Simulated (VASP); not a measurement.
# TePb in VASP: further runs

TePb is run at these levels: PBE; tasks: single point.

Program: VASP 6.6.1. These are calculated values, not measurements. Logs are shortened: lines on timing, memory, paths and dates and some standing lists are left out, and cuts for length are marked.

**The experiment to reproduce.**

A printed reference work, monograph reports, for a bulk crystal of TePb at 4.2 K: band gap 0.19 eV (direct).

How close the calculation comes is told below.

## Step 1: The cell of the first run

Symmetry: Fm-3m, No. 225, cubic system. The conventional cell has a = 6.462 Å, b = 6.462 Å, c = 6.462 Å, α = 90.00°, β = 90.00°, γ = 90.00°. Te (site symmetry m-3m) has 6 Pb at 3.23 Å within 4.3 Å. Within 4.3 Å of Pb (site symmetry m-3m) lie 6 Te at 3.23 Å.

## Step 2: Single point, PBE

The input, INCAR:

```
PREC = Accurate
ENCUT = 520
EDIFF = 1E-6
ISMEAR = 0
SIGMA = 0.05
LREAL = False
LASPH = True
NELM = 60
ALGO = Normal
ISIF = 2
LWAVE = False
LCHARG = True
GGA = PE
LELF = True
LVHAR = True
NBANDS = 17
```

The input, KPOINTS:

```
regular mesh
0
Gamma
  6 6 6
```

The input, POSCAR:

```
TePb
1.0
    0.0000000000      3.2310000000      3.2310000000
    3.2310000000      0.0000000000      3.2310000000
    3.2310000000      3.2310000000      0.0000000000
Te Pb
1 1
Direct
    0.5000000000      0.5000000000      0.5000000000
    0.0000000000      0.0000000000      0.0000000000
```

Potentials or basis: VASP PAW PBE potentials, release 64 (Te, Pb_d).

On the command line:

```bash
$ cat potpaw_PBE.64/Te/POTCAR potpaw_PBE.64/Pb_d/POTCAR > POTCAR
$ mpirun -np 1 vasp_std > vasp.out
```

OUTCAR:

```text
PREC = Accurate
   ENCUT = 520
   EDIFF = 1E-6
   ISMEAR = 0
   LREAL = False
   LASPH = True
   NELM = 60
   ISIF = 2
   GGA = PE

 ion  position               nearest neighbor table
   1  0.500  0.500  0.500-   2 3.23   2 3.23   2 3.23   2 3.23   2 3.23   2 3.23
   2  0.000  0.000  0.000-   1 3.23   1 3.23   1 3.23   1 3.23   1 3.23   1 3.23

  LATTYP: Found a face centered cubic cell.
 ALAT       =     6.4620000000

  Lattice vectors:

 A1 = (   0.0000000000,   3.2310000000,   3.2310000000)
 A2 = (   3.2310000000,   0.0000000000,   3.2310000000)
 A3 = (   3.2310000000,   3.2310000000,   0.0000000000)

Analysis of symmetry for initial positions (statically):
=====================================================================
 Subroutine PRICEL returns:
 Original cell was already a primitive cell.

 Routine SETGRP: Setting up the symmetry group for a
 face centered cubic supercell.

 Subroutine GETGRP returns: Found 48 space group operations
 (whereof 48 operations were pure point group operations)
 out of a pool of 48 trial point group operations.

The static configuration has the point symmetry O_h .

Analysis of symmetry for dynamics (positions and initial velocities):
=====================================================================
 Subroutine PRICEL returns:
 Original cell was already a primitive cell.

 Routine SETGRP: Setting up the symmetry group for a
 face centered cubic supercell.

 Subroutine GETGRP returns: Found 48 space group operations
 (whereof 48 operations were pure point group operations)
 out of a pool of 48 trial point group operations.

The dynamic configuration has the point symmetry O_h .

 Subroutine INISYM returns: Found 48 space group operations
 (whereof 48 operations are pure point group operations),
 and found     1 'primitive' translations

----------------------------------------------------------------------------------------

                                     Primitive cell

  volume of cell :      67.4592

  direct lattice vectors                    reciprocal lattice vectors
     0.000000000  3.231000000  3.231000000    -0.154750851  0.154750851  0.154750851
     3.231000000  0.000000000  3.231000000     0.154750851 -0.154750851  0.154750851
     3.231000000  3.231000000  0.000000000     0.154750851  0.154750851 -0.154750851

  length of vectors
     4.569324020  4.569324020  4.569324020     0.268036337  0.268036337  0.268036337

  position of ions in fractional coordinates (direct lattice)
     0.500000000  0.500000000  0.500000000
     0.000000000  0.000000000  0.000000000

  ion indices of the primitive-cell ions
   primitive index   ion index
                 1           1
                 2           2

----------------------------------------------------------------------------------------

 KPOINTS: regular mesh

Automatic generation of k-mesh.
 Grid dimensions read from file:
 generate k-points for:    6    6    6

 Generating k-lattice:

  Cartesian coordinates                     Fractional coordinates (reciprocal lattice)
    -0.025791809  0.025791809  0.025791809     0.166666667  0.000000000  0.000000000
     0.025791809 -0.025791809  0.025791809     0.000000000  0.166666667  0.000000000
     0.025791809  0.025791809 -0.025791809     0.000000000  0.000000000  0.166666667

  Length of vectors
     0.044672723  0.044672723  0.044672723

  Shift w.r.t. Gamma in fractional coordinates (k-lattice)
     0.000000000  0.000000000  0.000000000

 Subroutine IBZKPT returns following result:
 ===========================================

 Found     16 irreducible k-points:

 Following reciprocal coordinates:
            Coordinates               Weight
  0.000000  0.000000  0.000000      1.000000
  0.166667  0.000000  0.000000      8.000000
  0.333333  0.000000  0.000000      8.000000
  0.500000  0.000000  0.000000      4.000000
  0.166667  0.166667  0.000000      6.000000
  0.333333  0.166667  0.000000     24.000000
[... 8 lines left out ...]
 -0.333333  0.333333  0.166667     24.000000
 -0.333333  0.500000  0.166667     12.000000
   k-points           NKPTS =     16   k-points in BZ     NKDIM =     16   number of bands    NBANDS=     17
   number of dos      NEDOS =    301   number of ions     NIONS =      2
   total plane-waves  NPLWV =  46656
   dimension x,y,z NGX =    36 NGY =   36 NGZ =   36
   dimension x,y,z NGXF=    72 NGYF=   72 NGZF=   72
   ions per type =               1   1
   NGX,Y,Z   is equivalent  to a cutoff of  13.10, 13.10, 13.10 a.u.
   NGXF,Y,Z  is equivalent  to a cutoff of  26.20, 26.20, 26.20 a.u.
 SYSTEM =  unknown system
   PREC   = accura    normal or accurate (medium, high low for compatibility)
   ISTART =      0    job   : 0-new  1-cont  2-samecut
   ICHARG =      2    charge: 1-file 2-atom 10-const
   ISPIN  =      1    spin polarized calculation?
   LNONCOLLINEAR =      F non collinear calculations
   LSORBIT =      F    spin-orbit coupling
   LASPH  =      T    aspherical Exc in radial PAW
   ENCUT  =  520.0 eV  38.22 Ry    6.18 a.u.   8.50  8.50  8.50*2*pi/ulx,y,z
   NELM   =     60;   NELMIN=  2; NELMDL= -5     # of ELM steps
   EDIFF  = 0.1E-05   stopping-criterion for ELM
   LREAL  =      F    real-space projection
   EDIFFG = 0.1E-04   stopping-criterion for IOM
   NSW    =      0    number of steps for IOM
   IBRION =     -1    ionic relax: 0-MD 1-quasi-New 2-CG
   NFREE  =      0    steps in history (QN), initial steepest desc. (CG)
   ISIF   =      2    stress and relaxation
   ISYM   =      2    0-nonsym 1-usesym 2-fastsym
   POTIM  = 0.5000    time-step for ionic-motion
   TEBEG  =    0.0;   TEEND  =   0.0 temperature during run
   PSTRESS=    0.0 pullay stress
   NELECT =      20.0000    total number of electrons
   NUPDOWN=      -1.0000    fix difference up-down
   EMIN   =  10.00;   EMAX   =-10.00  energy-range for DOS
   EFERMI =   0.00;   METHOD = LEGACY
   ISMEAR =     0;   SIGMA  =   0.05  broadening in eV -4-tet -1-fermi 0-gaus
   EFERMI_NEDOS =   21; number of points for ismear=-14 and -15
   IALGO  =     38    algorithm
   IMIX   =      4    mixing-type and parameters
     AMIX     =   0.40;   BMIX     =  1.00
     AMIX_MAG =   1.60;   BMIX_MAG =  1.00
  volume/ion in A,a.u.               =      33.73       227.62
  Fermi-wavevector in a.u.,A,eV,Ry     =   1.091619  2.062861 16.213147  1.191633
  Thomas-Fermi vector in A             =   2.227868
   LORBIT       =      0    0 simple, 1 ext, 2 COOP (PROOUT), +10 PAW based schemes
   GGA     = PE    functional components
   LHFCALC =     F    Hartree Fock is set to
   AEXX    =    0.0000 exact exchange contribution
   IVDW    =     0    specifies the selected vdW correction
   LEPSILON=     F    determine dielectric tensor
   LRPA    =     F    only Hartree local field effects (RPA)
 non-spin polarized calculation
 Gauss-broadening in eV      SIGMA  =   0.05
  energy-cutoff  :      520.00
  volume of cell :       67.46
 maximum number of plane-waves:      1853
 NGX is ok and might be reduce to    36
   NGX = 17   NGY = 17   NGZ = 17

 number of electron      20.0000003 magnetization

 Free energy of the ion-electron system (eV)
  ---------------------------------------------------
  ext. energy  EPLUGINS =         0.00000000
  ---------------------------------------------------
  free energy    TOTEN  =        -7.50208989 eV

  energy without entropy =       -7.50208989  energy(sigma->0) =       -7.50208989

 E-fermi :   5.9159     XC(G=0):  -9.3008

 val. band max:        5.6253360357   @ k =   0.5000   0.0000   0.0000
 cond. band min:       6.3604147480   @ k =   0.5000   0.0000   0.0000
 fundamental gap:      0.7350787122
 Fermi energy:         5.9158897947

 k-point     1 :       0.0000    0.0000    0.0000
  band No.  band energies     occupation
      1     -11.0977      2.00000
      2     -11.0977      2.00000
      3     -11.0884      2.00000
      4     -11.0884      2.00000
      5     -11.0884      2.00000
      6      -6.3943      2.00000
[... 9 lines left out ...]
     16      11.4204      0.00000
     17      12.9886      0.00000

 k-point     2 :       0.1667    0.0000    0.0000
  band No.  band energies     occupation
      1     -11.1009      2.00000
      2     -11.1009      2.00000
      3     -11.0877      2.00000
      4     -11.0845      2.00000
      5     -11.0845      2.00000
      6      -6.1579      2.00000
[... 9 lines left out ...]
     16      11.9274      0.00000
     17      14.6275      0.00000

 k-point     3 :       0.3333    0.0000    0.0000
  band No.  band energies     occupation
      1     -11.1087      2.00000
      2     -11.1087      2.00000
      3     -11.0866      2.00000
      4     -11.0756      2.00000
      5     -11.0756      2.00000
      6      -5.5123      2.00000
[... 9 lines left out ...]
     16      13.2850      0.00000
     17      16.6358      0.00000

 k-point     4 :       0.5000    0.0000    0.0000
  band No.  band energies     occupation
      1     -11.1126      2.00000
      2     -11.1126      2.00000
      3     -11.0861      2.00000
      4     -11.0710      2.00000
      5     -11.0710      2.00000
      6      -4.9593      2.00000
[... 9 lines left out ...]
     16      14.8656      0.00000
     17      14.8693      0.00000

 k-point     5 :       0.1667    0.1667    0.0000
  band No.  band energies     occupation
      1     -11.1090      2.00000
      2     -11.0949      2.00000
      3     -11.0909      2.00000
      4     -11.0823      2.00000
      5     -11.0823      2.00000
      6      -6.0800      2.00000
[... 9 lines left out ...]
     16      12.7564      0.00000
     17      13.6765      0.00000

 k-point     6 :       0.3333    0.1667    0.0000
  band No.  band energies     occupation
      1     -11.1200      2.00000
      2     -11.0980      2.00000
      3     -11.0901      2.00000
      4     -11.0767      2.00000
      5     -11.0739      2.00000
      6      -5.5738      2.00000
[... 9 lines left out ...]
     16      14.0817      0.00000
     17      15.3497      0.00000

 k-point     7 :       0.5000    0.1667    0.0000
  band No.  band energies     occupation
      1     -11.1232      2.00000
      2     -11.1056      2.00000
      3     -11.0850      2.00000
      4     -11.0743      2.00000
      5     -11.0694      2.00000
      6      -4.9167      2.00000
[... 9 lines left out ...]
     16      15.0346      0.00000
     17      15.5424      0.00000

 k-point     8 :      -0.3333    0.1667    0.0000
  band No.  band energies     occupation
      1     -11.1158      2.00000
      2     -11.1094      2.00000
      3     -11.0834      2.00000
      4     -11.0745      2.00000
      5     -11.0739      2.00000
      6      -5.1020      2.00000
[... 9 lines left out ...]
     16      14.4225      0.00000
     17      15.8905      0.00000

 k-point     9 :      -0.1667    0.1667    0.0000
  band No.  band energies     occupation
      1     -11.1070      2.00000
      2     -11.1046      2.00000
      3     -11.0867      2.00000
      4     -11.0816      2.00000
      5     -11.0776      2.00000
      6      -5.7823      2.00000
[... 9 lines left out ...]
     16      13.8183      0.00000
     17      14.1117      0.00000

 k-point    10 :       0.3333    0.3333    0.0000
  band No.  band energies     occupation
      1     -11.1403      2.00000
      2     -11.0958      2.00000
      3     -11.0893      2.00000
      4     -11.0693      2.00000
      5     -11.0693      2.00000
      6      -5.2673      2.00000
[... 9 lines left out ...]
     16      14.7520      0.00000
     17      15.5108      0.00000

 k-point    11 :       0.5000    0.3333    0.0000
  band No.  band energies     occupation
      1     -11.1472      2.00000
      2     -11.0934      2.00000
      3     -11.0923      2.00000
      4     -11.0673      2.00000
      5     -11.0653      2.00000
      6      -4.7931      2.00000
[... 9 lines left out ...]
     16      15.6650      0.00000
     17      16.4688      0.00000

 k-point    12 :      -0.3333    0.3333    0.0000
  band No.  band energies     occupation
      1     -11.1345      2.00000
      2     -11.1015      2.00000
      3     -11.0839      2.00000
      4     -11.0738      2.00000
      5     -11.0686      2.00000
      6      -4.6644      2.00000
[... 9 lines left out ...]
     16      13.9880      0.00000
     17      15.9555      0.00000

 k-point    13 :       0.5000    0.5000    0.0000
  band No.  band energies     occupation
      1     -11.1597      2.00000
      2     -11.0983      2.00000
      3     -11.0864      2.00000
      4     -11.0624      2.00000
      5     -11.0624      2.00000
      6      -4.7111      2.00000
[... 9 lines left out ...]
     16      16.5659      0.00000
     17      16.6765      0.00000

 k-point    14 :       0.5000    0.3333    0.1667
  band No.  band energies     occupation
      1     -11.1308      2.00000
      2     -11.0995      2.00000
      3     -11.0883      2.00000
      4     -11.0730      2.00000
      5     -11.0696      2.00000
      6      -5.0441      2.00000
[... 9 lines left out ...]
     16      14.6864      0.00000
     17      15.1799      0.00000

 k-point    15 :      -0.3333    0.3333    0.1667
  band No.  band energies     occupation
      1     -11.1340      2.00000
      2     -11.1023      2.00000
      3     -11.0812      2.00000
      4     -11.0789      2.00000
      5     -11.0659      2.00000
      6      -4.6636      2.00000
[... 9 lines left out ...]
     16      15.8845      0.00000
     17      16.0672      0.00000

 k-point    16 :      -0.3333    0.5000    0.1667
  band No.  band energies     occupation
      1     -11.1469      2.00000
      2     -11.0952      2.00000
      3     -11.0898      2.00000
      4     -11.0718      2.00000
      5     -11.0624      2.00000
      6      -4.5974      2.00000
[... 9 lines left out ...]
     16      16.3397      0.00000
     17      17.1629      0.00000

------------------------ aborting loop because EDIFF is reached ----------------------------------------

  FORCE on cell =-STRESS in cart. coord.  units (eV):
  Direction    XX          YY          ZZ          XY          YZ          ZX
  --------------------------------------------------------------------------------------
  -------------------------------------------------------------------------------------
  Total        0.8751681      0.8751681      0.8751681     -0.0000000     -0.0000000     -0.0000000
  in kB       20.7855346     20.7855346     20.7855346     -0.0000000     -0.0000000     -0.0000000
  external PRESSURE =      20.7855346 kB  Pullay stress =       0.0000000 kB

 VOLUME and BASIS-vectors are now :
 -----------------------------------------------------------------------------
  energy-cutoff  :      520.00
  volume of cell :       67.46
      direct lattice vectors                 reciprocal lattice vectors
     0.000000000  3.231000000  3.231000000    -0.154750851  0.154750851  0.154750851
     3.231000000  0.000000000  3.231000000     0.154750851 -0.154750851  0.154750851
     3.231000000  3.231000000  0.000000000     0.154750851  0.154750851 -0.154750851

 POSITION                                       TOTAL-FORCE (eV/Angst)
 -----------------------------------------------------------------------------------
      3.23100      3.23100      3.23100         0.000000     -0.000000     -0.000000
      0.00000      0.00000      0.00000        -0.000000      0.000000      0.000000
 -----------------------------------------------------------------------------------
    total drift:                               -0.000000      0.000000      0.000000

  FREE ENERGIE OF THE ION-ELECTRON SYSTEM (eV)
  ---------------------------------------------------
  free  energy   TOTEN  =        -7.5020898939 eV

  energy  without entropy=       -7.5020898939  energy(sigma->0) =       -7.50208989
```

Run time: 10 s. Hardware: 1 thread of Intel Xeon Platinum 8559C (Emerald Rapids), shared host; peak memory 0.2 GiB.

What came out:

```yaml
Free_energy: -7.5021 eV
Pressure: 2.1 GPa
Band_gap_on_the_k_mesh: 0.74 eV, direct
```

Caveat: spin-orbit coupling is left out, which moves the levels of the heavy elements.

## Step 3: Single point, PBE

The input, INCAR:

```
SYSTEM = TePb
PREC = Accurate ; ENCUT = 520
EDIFF = 1E-7 ; ISMEAR = 0
SIGMA = 0.05 ; LREAL = .FALSE.
LASPH = .TRUE. ; NELM = 60
ALGO = Normal ; ISIF = 2
LWAVE = .FALSE. ; LCHARG = .FALSE.
GGA = PE ; NBANDS = 17
```

The input, KPOINTS:

```
regular mesh
0
G
  6 6 6
  0 0 0
```

The input, POSCAR:

```
TePb
1.0
    0.0000000000      3.1986900000      3.2966023875
    3.1986900000      0.0000000000      3.2966023875
    3.1986900000      3.1986900000      0.0000000000
Te Pb
1 1
Direct
    0.5000000000      0.5000000000      0.5000000000
    0.0000000000      0.0000000000      0.0000000000
```

Potentials or basis: VASP PAW PBE potentials, release 64 (Te, Pb_d).

On the command line:

```bash
$ cat potpaw_PBE.64/Te/POTCAR potpaw_PBE.64/Pb_d/POTCAR > POTCAR
$ mpirun -np 1 vasp_std > vasp.out
```

Wall time 18 s (1 thread of Intel Xeon Platinum 8559C (Emerald Rapids), shared host); peak memory 0.21 GiB.

It converged, with:

```
Free energy            : -7.4870 eV
Pressure               : 2.2 GPa
Band gap on the k mesh : 0.69 eV, direct
```

Stress tensor (GPa, compression positive):
```
 3.39  0.00  0.00
 0.00  3.39  0.00
 0.00  0.00 -0.10
```

Levels at points of the mesh, in eV from the valence-band top:
| k point | band 6 | band 7 | band 8 | band 9 | band 10 | band 11 | band 12 | band 13 | band 14 | band 15 |
| --- | --- | --- | --- | --- | --- | --- | --- | --- | --- | --- |
| (0.00, 0.00, 0.00) | -12.05 | -5.61 | -1.47 | -1.47 | -1.18 | 3.61 | 4.28 | 4.28 | 5.65 | 5.83 |
| (0.50, 0.00, 0.00) | -10.61 | -8.62 | -0.97 | -0.87 | 0.00 | 0.69 | 1.21 | 1.31 | 8.36 | 9.14 |
| (0.50, 0.50, 0.00) | -10.51 | -7.16 | -4.48 | -2.78 | -2.78 | 3.33 | 5.54 | 5.54 | 6.40 | 10.12 |
| (0.50, 0.00, 0.50) | -10.29 | -7.39 | -4.55 | -3.01 | -2.69 | 3.24 | 5.05 | 5.78 | 6.83 | 9.91 |

Caveat: spin-orbit coupling is left out, which moves the levels of the heavy elements. A k mesh can miss the band edges.

(Continued in part 2 of 3.)
